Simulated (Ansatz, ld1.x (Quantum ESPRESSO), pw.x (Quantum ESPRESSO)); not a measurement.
pw.x on bcc Al: one setting changed

Potential: PAW, ld1.x (Quantum ESPRESSO) 7.5, PBE; core [Ne], reference 3s2 3p1; waves: 3s (bound): rcut 1.80, rcutus 2.05 bohr; 3s channel at 2.6 Ry: rcut 1.80, rcutus 2.05 bohr; 3p (bound): rcut 2.00, rcutus 2.50 bohr; 3p channel at 5 Ry: rcut 2.00, rcutus 2.50 bohr; 3d channel at 0.1 Ry: rcut 2.40, rcutus 2.60 bohr; 3d channel at 2.8 Ry: rcut 2.40, rcutus 2.60 bohr; local part: all-electron potential smoothed inside 1.95 bohr (lloc = -2); core correction: Bessel-smoothed model core inside 1.05 bohr; augmentation: PSQ, inside the norm-conserving radii.

The reference run (k-mesh 14³, cutoffs 40/320 Ry, Fermi–Dirac 0.01 Ry, mixing_beta 0.4, conv_thr 1e-9, no spin) gives -0.04 GPa at 16.945 Å³/atom, where all-electron LAPW gives 0.07 GPa. This run, with its own iteration cap, changes conv_thr to 1.0, a wrong or extreme entry chosen on purpose.

```
&control
  calculation='scf', prefix='x', pseudo_dir='./', outdir='./tmp', tstress=.true., disk_io='none'
/
&system
  ibrav=0, nat=1, ntyp=1, ecutwfc=40, ecutrho=320, nbnd=8,
  occupations='smearing', smearing='fd', degauss=0.01
/
&electrons
  conv_thr=1, mixing_beta=0.4, electron_maxstep=70
/
ATOMIC_SPECIES
Al 1.0 Al.UPF
CELL_PARAMETERS angstrom
  -1.61805716 1.61805716 1.61805716
  1.61805716 -1.61805716 1.61805716
  1.61805716 1.61805716 -1.61805716
ATOMIC_POSITIONS crystal
Al 0.0000 0.0000 0.0000
K_POINTS automatic
14 14 14 0 0 0
```

```bash
pw.x < Al.scf.in > Al.scf.out
```

Q: How does the run end?

A: It converges in 1 iterations; the free energy moves by +2.1 meV/atom and the pressure by -1.48 GPa. The result is not a property of the crystal.

```
Message from routine setup:
     using ibrav=0 with symmetry is DISCOURAGED, use correct ibrav instead
     lattice parameter (alat)  =       5.2961  a.u.
     unit-cell volume          =     114.3505 (a.u.)^3
     number of electrons       =         3.00
     number of Kohn-Sham states=            8
     kinetic-energy cutoff     =      40.0000  Ry
     charge density cutoff     =     320.0000  Ry
     scf convergence threshold =      1.0E+00
     Exchange-correlation= SLA  PW   PBX  PBC
     number of k points=   104  Fermi-Dirac smearing, width (Ry)=  0.0100
     iteration #  1     ecut=    40.00 Ry     beta= 0.40
     the Fermi energy is     7.6923 ev
!    total energy              =     -39.49677611 Ry
     estimated scf accuracy    <       0.00494712 Ry
     smearing contrib. (-TS)   =      -0.00174864 Ry
     convergence has been achieved in   1 iterations
          total   stress  (Ry/bohr**3)                   (kbar)     P=      -15.28
     Message from routine punch:
     Nothing written, as per user request (disk_io='none')
```

The run took about 3.6 s on one core of a shared server CPU.
